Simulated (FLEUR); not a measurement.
The system is HfO2.

```
Hf O
1.0
     3.55802    0.00000    0.00000
     0.00000    3.55802    0.00000
     0.00000    0.00000    5.17186
Hf O
2 4
Cartesian
  0.0000 0.0000 0.0000
  1.7790 1.7790 2.5859
  0.0000 1.7790 1.0199
  1.7790 0.0000 1.5660
  1.7790 0.0000 4.1519
  0.0000 1.7790 3.6059
```

Measurements of this composition are mostly on another form, of space group No. 14.

Base run:

| Quantity | Value |
| --- | --- |
| Program | FLEUR MaX-R8.1 (later development tree) |
| Functional | PBEsol |
| Potentials or basis | all-electron |
| Basis | FLAPW |
| Kmax | 5.26 1/bohr |
| k mesh | 8 × 8 × 5 |
| Occupations | fermi-dirac, width 0.05 eV |
| Spin | no spin polarisation |

Its results: band gap on the k mesh 4.64 eV, indirect (least direct gap 4.71 eV).

Q: The run is repeated on the same cell with these changes: functional from PBEsol to LDA. What comes out?

A: Band gap on the k mesh 4.55 eV, indirect (least direct gap 4.62 eV).

Caveats: spin-orbit coupling is left out, which moves the levels of the heavy elements.

Not every run made on this cell is shown here.
